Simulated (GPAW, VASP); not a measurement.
This is a calculation of Nb for VASP 6.6.1. 

File INCAR:

```
SYSTEM = Nb
  PREC = Accurate
  ENCUT = 550
  EDIFF = 1E-6
  ISMEAR = 0
  SIGMA = 0.05
  LREAL = .False.
  LASPH = .True.
  NELM = 100
  ALGO = Normal
  ISIF = 2
  LWAVE = .False.
  LCHARG = .False.
  GGA = PE
  NBANDS = 12
```

File KPOINTS:

```
Automatic mesh
0
Gamma
  11 11 11
  0 0 0
```

Contents of POSCAR:

```
Nb
2.882
   -0.577359472588      0.577359472588      0.577359472588
    0.577359472588     -0.577359472588      0.577359472588
    0.577359472588      0.577359472588     -0.577359472588
Nb
1
Direct
    0.0000000000      0.0000000000      0.0000000000
```

Potentials or basis: VASP PAW PBE potentials, release 64 (Nb_sv_GW).

Run with:

```sh
$ cat potpaw_PBE.64/Nb_sv_GW/POTCAR > POTCAR
$ mpirun -np 1 vasp_std > vasp.out
```

**Question.** What does the same run look like in GPAW 26.7.0 (ASE script)? Potentials or basis there: GPAW PAW data sets (gpaw-data 1.2.1), cutoff 600 eV.

**Answer.** As run (cutoffs and basis follow the program's own potentials, and thresholds, step limits or extra output files can differ):

The input run.py:

```python
from ase.dft.bandgap import bandgap
from ase.io import read, write
from ase.units import GPa
from gpaw import GPAW, PW

atoms = read('POSCAR')

calc = GPAW(mode=PW(600),
            xc='PBE',
            kpts={'size': (11, 11, 11), 'gamma': True},
            occupations={'name': 'methfessel-paxton', 'order': 0, 'width': 0.05},
            nbands=15,
            convergence={'density': 1e-05, 'energy': 1e-05},
            maxiter=150,
            txt='gpaw.txt')
atoms.calc = calc
energy = atoms.get_potential_energy()
forces = atoms.get_forces()
stress = atoms.get_stress()
calc.write('gs.gpw')
write('result.traj', atoms)
print(f'Energy: {energy:.6f} eV')
print('Forces (eV/A):')
print(forces.round(4))
print('Stress (GPa):', (stress / GPa).round(3))
print('Fermi level:', round(calc.get_fermi_level(), 4), 'eV')
print(f'Gap: {bandgap(calc)[0]:.4f} eV, direct: {bandgap(calc, direct=True)[0]:.4f} eV')
```

POSCAR

```
Nb
1.0
   -1.6639500000      1.6639500000      1.6639500000
    1.6639500000     -1.6639500000      1.6639500000
    1.6639500000      1.6639500000     -1.6639500000
Nb
1
Direct
    0.0000000000      0.0000000000      0.0000000000
```

Potentials or basis: GPAW PAW data sets (gpaw-data 1.2.1), pw.

Command:

```sh
$ OMP_NUM_THREADS=1 python run.py
```

Both were run:

|  | VASP | GPAW |
| --- | --- | --- |
| Pressure | -2.9 GPa | -2.6 GPa |

Pressure is positive in compression.
